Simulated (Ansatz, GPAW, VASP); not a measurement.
## C: 4 runs at one level of theory

```
C
1.0
     0.00000    1.78337    1.78337
     1.78337    0.00000    1.78337
     1.78337    1.78337    0.00000
C
2
Direct
  0.75000 0.75000 0.75000
  0.50000 0.50000 0.50000
```

Alike in all runs: task single point; functional PBE; k mesh 13 × 13 × 13; occupations gaussian, width 0.015 eV; no spin polarisation; no spin-orbit coupling. Pressure is positive in compression and, in plane waves, holds the error of the finite cutoff, which Ansatz's Pulay term estimates and takes out.

| program and potentials | plane-wave cutoff (eV) | notes | pressure (GPa) |
| --- | --- | --- | --- |
| Ansatz, Ansatz PAW | 420 | Pulay term of +1.04 GPa included | 1.78 |
| VASP, PBE PAW files C, 520 eV | 520 | - | 2.46 |
| Ansatz, all-electron LAPW, scalar-relativistic | - | - | ? |
| GPAW, GPAW PAW data sets (gpaw-data 1.2.1) | 800 | - | 1.42 |

Estimate from the other rows what the run with Ansatz, all-electron LAPW, scalar-relativistic gave.

Pressure 1.75 GPa. The other rows, which needn't bracket it: pressure 1.42 to 2.46.
